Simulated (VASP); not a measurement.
# Pd: relaxation of cell and atoms with PBEsol

Crystal: Pd.

```
Pd
1.0
     0.00000    1.94650    1.94650
     1.94650    0.00000    1.94650
     1.94650    1.94650    0.00000
Pd
1
Direct
  0.00000 0.00000 0.00000
```

| Property | Result |
| --- | --- |
| Program | VASP 6.6.1 |
| Task | relaxation of cell and atoms |
| Functional | PBEsol |
| Potentials or basis | VASP PAW PBE potentials, release 64 (Pd) |
| Cutoff | 600 eV |
| k mesh | 16 × 16 × 16 |
| Occupations | methfessel-paxton, width 0.1 eV |
| Spin | no spin polarisation |
| Further INCAR settings | ALGO = Normal; EDIFF = 1e-06; IBRION = 2; EDIFFG = -0.01; NSW = 90; ISIF = 3 |

The relaxed volume is 14.53 Å³/atom and the relaxed cell is a = 2.739 Å, b = 2.739 Å, c = 2.739 Å, α = 60.00°, β = 60.00°, γ = 60.00°. The space group after relaxing (to 0.05 Å) is Fm-3m (No. 225). The energy gained by relaxing is 2.1 meV/atom, the ionic steps are 3 and the pressure after relaxing is 0.0 GPa. The band gap on the k mesh is none (metal or under the smearing width).

Step by step:
| step | energy change (eV) | largest force (eV/Å) | pressure (GPa) | volume (Å³) |
| --- | --- | --- | --- | --- |
| 1 | 0.0000 | 0.0000 | -2.99 | 14.75 |
| 2 | 0.0039 | 0.0000 | 5.51 | 14.17 |
| 3 | -0.0021 | 0.0000 | -0.01 | 14.53 |

Final structure:
```cif
data_structure
_symmetry_space_group_name_H-M 'P 1'
_symmetry_Int_Tables_number 1
_cell_length_a 2.7390
_cell_length_b 2.7390
_cell_length_c 2.7390
_cell_angle_alpha 60.000
_cell_angle_beta 60.000
_cell_angle_gamma 60.000
_cell_volume 14.53
loop_
_atom_site_label
_atom_site_type_symbol
_atom_site_fract_x
_atom_site_fract_y
_atom_site_fract_z
_atom_site_occupancy
Pd1 Pd 0.00000 0.00000 0.00000 1
```

Levels at points of the mesh, in eV from the Fermi level:
```csv
k point,band 3,band 4,band 5,band 6,band 7,band 8
"(0.00, 0.00, 0.00)",-2.94,-2.94,-1.26,-1.26,17.11,21.97
"(0.50, 0.00, 0.00)",-2.98,-0.03,-0.03,0.86,7.37,16.47
"(0.50, 0.50, 0.00)",-0.05,0.29,0.29,3.23,10.85,13.17
```

Run time: 14 s on 1 thread of Intel(R) Xeon(R) 6975P-C (Granite Rapids), on a shared host, peak memory 0.16 GiB.

Caveat: the PAW data sets were made with another functional, which shifts forces and pressure a little.
